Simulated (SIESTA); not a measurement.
MnSb:

```xyz
4
Lattice="4.1500 0.0000 0.0000 -2.0750 3.5940 0.0000 0.0000 0.0000 5.7800" Properties=species:S:1:pos:R:3 pbc="T T T"
Sb    2.0750    1.1980    4.3350
Sb    0.0000    2.3960    1.4450
Mn    0.0000    0.0000    2.8900
Mn    0.0000    0.0000    0.0000
```

* Program: SIESTA 5.4.2
* Task: single point
* Functional: PBE
* Potentials or basis: PseudoDojo 0.4 standard (PBE files)
* Basis: DZP (energy shift 0.003 Ry; two zetas on semicore shells)
* Grid cutoff: 800 Ry
* Energy shift: 0.003 Ry
* k mesh: 7 × 7 × 5
* Occupations: fermi-dirac, width 0.05 eV
* Spin: collinear spin, ferromagnetic start
* Starting moments: [0.0, 0.0, 4.0, 4.0] μB

On this cell: pressure -1.7 GPa; largest force under 0.003 eV/Å; net moment 6.85 μB per cell; site moments Sb -0.37; Mn +3.80 μB; band gap on the k mesh none (metal or under the smearing width).

The same run follows on a disturbed copy (atoms moved at random, drawn with an rms of 0.05 Å):

```
CELL_PARAMETERS angstrom
4.15000 0.00000 0.00000
-2.07500 3.59401 0.00000
0.00000 0.00000 5.78000
ATOMIC_POSITIONS crystal
Sb 0.66312 0.32736 0.75726
Sb 0.34469 0.67498 0.24637
Mn 0.99246 0.99768 0.50553
Mn 0.98321 0.99983 0.99530
```

Problem. What does the disturbed cell give?

Solution. The energy (extrapolated to zero smearing) moves by +12.0 meV/atom; pressure -1.5 GPa; largest force 0.629 eV/Å; net moment 6.82 μB per cell; site moments Sb -0.37, -0.38; Mn +3.83, +3.74 μB; band gap on the k mesh none (metal or under the smearing width).

Forces in eV/Å, atoms in the order of the input:
```
Sb  -0.309  0.141 -0.225
Sb  -0.481 -0.236  0.156
Mn   0.248  0.067 -0.249
Mn   0.542  0.027  0.316
```

Stress tensor (GPa, compression positive):
```
-0.81  0.17  0.04
 0.17 -1.79 -0.15
 0.04 -0.15 -1.83
```

Caveats: short orbitals over semicore shells can move pressures by several GPa; the basis of atomic orbitals isn't converged, which shifts pressures, moduli and gaps; only a ferromagnetic start was run, and an antiferromagnetic order may lie lower in energy.
